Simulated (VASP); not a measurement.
Crystal: Ge.

```
Ge
1.0
     3.66892    2.11825    6.25699
    -3.66892    2.11825    6.25699
     0.00000   -4.23651    6.25699
Ge
12
Direct
  0.01019 0.65361 0.01019
  0.01019 0.01019 0.65361
  0.65361 0.01019 0.01019
  0.98981 0.34639 0.98981
  0.34639 0.98981 0.98981
  0.98981 0.98981 0.34639
  0.22118 0.63060 0.22118
  0.22118 0.22118 0.63060
  0.63060 0.22118 0.22118
  0.77882 0.36940 0.77882
  0.36940 0.77882 0.77882
  0.77882 0.77882 0.36940
```

The cell was built by a generator and needn't be a form met in nature.

* Program: VASP 6.6.1
* Task: relaxation of cell and atoms
* Functional: PBE
* Potentials or basis: VASP PAW PBE potentials, release 64 (Ge_d)
* Cutoff: 600 eV
* k mesh: 3 × 3 × 3
* Occupations: gaussian, width 0.1 eV
* Spin: no spin polarisation

At the start: pressure 6.4 GPa; volume 24.31 Å³/atom.

**Question.** How do energy, volume and symmetry change on relaxing?

**Answer.** Over 18 steps the energy falls by 96.3 meV/atom and the volume is 25.92 Å³/atom (+6.6 %); space group R-3m (No. 166, to 0.05 Å).

Step by step:
| step | energy change (eV) | largest force (eV/Å) | pressure (GPa) | volume (Å³) |
| --- | --- | --- | --- | --- |
| 1 | 0.0000 | 1.1513 | 6.41 | 291.77 |
| 2 | -0.8429 | 0.4080 | -1.37 | 334.66 |
| 3 | -0.8722 | 0.3225 | -0.42 | 327.19 |
| 4 | -0.9429 | 0.2453 | -0.26 | 325.57 |
| 5 | -0.9876 | 0.4181 | 0.16 | 322.96 |
| 6 | -1.0482 | 0.2901 | -0.25 | 323.20 |
| 7 | -1.0940 | 0.1316 | -0.74 | 323.53 |
| 8 | -1.1300 | 0.1068 | 0.16 | 314.57 |
| 9 | -1.1302 | 0.1095 | 0.28 | 313.71 |
| 10 | -1.1415 | 0.1002 | 0.01 | 313.50 |
| 11 | -1.1426 | 0.0975 | -0.04 | 313.42 |
| 12 | -1.1497 | 0.0664 | -0.12 | 312.83 |
| 13 | -1.1556 | 0.0404 | -0.02 | 311.23 |
| 14 | -1.1560 | 0.0295 | -0.37 | 311.51 |
| 15 | -1.1544 | 0.0350 | 0.34 | 309.43 |
| 16 | -1.1555 | 0.0229 | 0.23 | 310.25 |
| 17 | -1.1558 | 0.0220 | 0.20 | 310.59 |
| 18 | -1.1560 | 0.0257 | 0.11 | 311.05 |

Final structure:
```
Ge
1.0
     3.64104    2.10215    6.77316
    -3.64104    2.10215    6.77316
     0.00000   -4.20431    6.77316
Ge
12
Direct
  0.02287 0.63997 0.02288
  0.02288 0.02288 0.63997
  0.63997 0.02287 0.02288
  0.97713 0.36003 0.97712
  0.36003 0.97713 0.97712
  0.97712 0.97712 0.36003
  0.23645 0.61746 0.23645
  0.23645 0.23645 0.61746
  0.61746 0.23645 0.23645
  0.76355 0.38254 0.76355
  0.38254 0.76355 0.76355
  0.76355 0.76355 0.38254
```
